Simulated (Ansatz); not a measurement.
The system is FePt (Tetraferroplatinum).

```
Pt Fe
1.0
     2.72350    0.00000    0.00000
     0.00000    2.72350    0.00000
     0.00000    0.00000    3.72000
Pt Fe
1 1
Direct
  0.50000 0.50000 0.50000
  0.00000 0.00000 0.00000
```

* Program: Ansatz 0.2.0
* Task: relaxation of cell and atoms
* Functional: PBEsol
* Dispersion: D4
* Potentials or basis: Ansatz PAW
* Cutoff: 420 eV (not typed: the program's choice for these potentials)
* k mesh: 10 × 10 × 7
* Occupations: fermi-dirac, width 0.05 eV
* Spin: collinear spin, ferromagnetic start
* Starting moments: [0.0, 3.0] μB

At the start: volume 13.80 Å³/atom.

Where does the relaxation end?

It ends after 5 steps and the volume is 13.23 Å³/atom (-4.1 %); space group P4/mmm (No. 123, to 0.05 Å); moment 3.21 μB per cell.

Step by step:
| step | energy change (eV) | largest force (eV/Å) | volume (Å³) |
| --- | --- | --- | --- |
| 1 | 0.0000 | 0.0000 | 27.59 |
| 2 | -0.0243 | 0.0000 | 25.88 |
| 3 | -0.0347 | 0.0000 | 26.53 |
| 4 | -0.0348 | 0.0000 | 26.47 |
| 5 | -0.0343 | 0.0000 | 26.47 |

Final structure:
```xyz
2
Lattice="2.6818 0.0000 0.0000 0.0000 2.6818 0.0000 0.0000 0.0000 3.6803" Properties=species:S:1:pos:R:3 pbc="T T T"
Pt    1.3409    1.3409    1.8401
Fe    0.0000    0.0000    0.0000
```

Caveat: the plane-wave basis is chosen anew once the cell has moved, so the energies of steps on either side of that aren't comparable; the PAW data sets come from PBE, with cores solved anew for the run's functional, which leaves a small shift of forces and pressure.
